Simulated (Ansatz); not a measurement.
This Mg₅ZnO₆ structure is the end of a relaxation. The cell was found from a structure generator's guess, not taken from experiment.

Computed with DFT PBE, scalar-relativistic, plane waves, PAW in Ansatz. Cutoff 420 eV, Γ-centred mesh, Gaussian smearing, no spin polarisation.

```cif
data_structure
_symmetry_space_group_name_H-M 'P 1'
_symmetry_Int_Tables_number 1
_cell_length_a 3.0188
_cell_length_b 3.0188
_cell_length_c 14.7673
_cell_angle_alpha 90.000
_cell_angle_beta 90.000
_cell_angle_gamma 120.000
_cell_volume 116.55
loop_
_atom_site_label
_atom_site_type_symbol
_atom_site_fract_x
_atom_site_fract_y
_atom_site_fract_z
_atom_site_occupancy
Mg1 Mg 0.33333 0.66667 0.83230 1
Mg2 Mg 0.66667 0.33333 0.16770 1
Mg3 Mg 0.33333 0.66667 0.33390 1
Mg4 Mg 0.00000 0.00000 0.50000 1
Mg5 Mg 0.66667 0.33333 0.66610 1
Zn1 Zn 0.00000 0.00000 0.00000 1
O1 O 0.66667 0.33333 0.91339 1
O2 O 0.33333 0.66667 0.08661 1
O3 O 0.00000 0.00000 0.25086 1
O4 O 0.66667 0.33333 0.41695 1
O5 O 0.33333 0.66667 0.58305 1
O6 O 0.00000 0.00000 0.74914 1
```

The zero of energy is the elements' standard structures at the same level (O₂ as a molecule); no fitted shifts are applied.

**Question.** What space group does it have?

**Answer.** P-3m1 (No. 164), with Mg and Zn ordered on rock salt sites. Conventional cell: a = 3.019 Å, c = 14.767 Å. Mg on a site of symmetry 3m is surrounded by 6 O at 2.11–2.13 Å; Mg on a second site of symmetry 3m has 6 O at 2.13 Å; around Zn lie 6 O at 2.16 Å; O on its first site has 3 Mg at 2.11 Å and 3 Zn at 2.16 Å; 3 more sites not described.

**Question.** How far does it lie from the elements in energy?

**Answer.** −2.450 eV/atom. It lies below the elements, which doesn't yet make it stable against other compounds or structures.

**Question.** Is it a metal?

**Answer.** No, the gap on the 12×12×2 mesh is 3.30 eV.

The last run used a 12×12×2 mesh (in the run's order of axes) for its 12-atom cell and Gaussian smearing of 0.02 eV. Kohn–Sham gaps at this level usually fall short of measured ones. A later test with randomly moved atoms came back to the same energy, though modes that don't fit the test's cell weren't probed.
